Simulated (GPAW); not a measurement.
# SnSe2 in GPAW: the effect of strain biaxial xy

SnSe2:

```
CELL_PARAMETERS angstrom
3.65856 0.00000 0.00000
-1.82928 3.16841 0.00000
0.00000 0.00000 6.13600
ATOMIC_POSITIONS crystal
Sn 0.00000 0.00000 0.00000
Se 0.66667 0.33333 0.75100
Se 0.33333 0.66667 0.24900
```

Alike in all runs:

```yaml
Program: GPAW 26.7.0
Task: band structure
Functional: PBEsol
Potentials_or_basis: PAW data sets generated in the run's folder for this functional
Cutoff: 600 eV
Basis: pw
k_mesh: 5 × 5 × 3
Occupations: fermi-dirac, width 0.05 eV
Spin: no spin polarisation
Maxiter: 150
Band_path: GMKGALHA,LM,KH
Band_points: 100
```

Task: One run gave: gap on the mesh 0.73 eV; pressure 2.4 GPa; largest force 0.53 eV/Å. Which strain biaxial xy did it use?
A. -0.02
B. 0
C. -0.01
D. -0.04
E. 0.01

Result: B.

| strain biaxial xy | gap on the mesh (eV) | pressure (GPa) | largest force (eV/Å) |
| --- | --- | --- | --- |
| -0.04 | 0.83 | 10.1 | 1.22 |
| -0.02 | 0.83 | 5.9 | 0.85 |
| -0.01 | 0.81 | 4.1 | 0.68 |
| 0 | 0.73 | 2.4 | 0.53 |
| 0.01 | 0.65 | 1.0 | 0.39 |
| 0.02 | 0.58 | -0.4 | 0.26 |
| 0.04 | 0.30 | -2.6 | 0.04 |

Caveats: the density grid can change from cell to cell, which puts small steps into energies and stress; spin-orbit coupling is left out, which moves the levels of the heavy elements; this functional lacks dispersion, which binds the layers, so the pressure and a relaxed spacing across them are unreliable; the mesh misses the band edges, which the band path finds closer together (some runs); forces of over 1 eV/Å show positions far from the minimum, so gaps and moduli don't describe the material at rest (some runs).
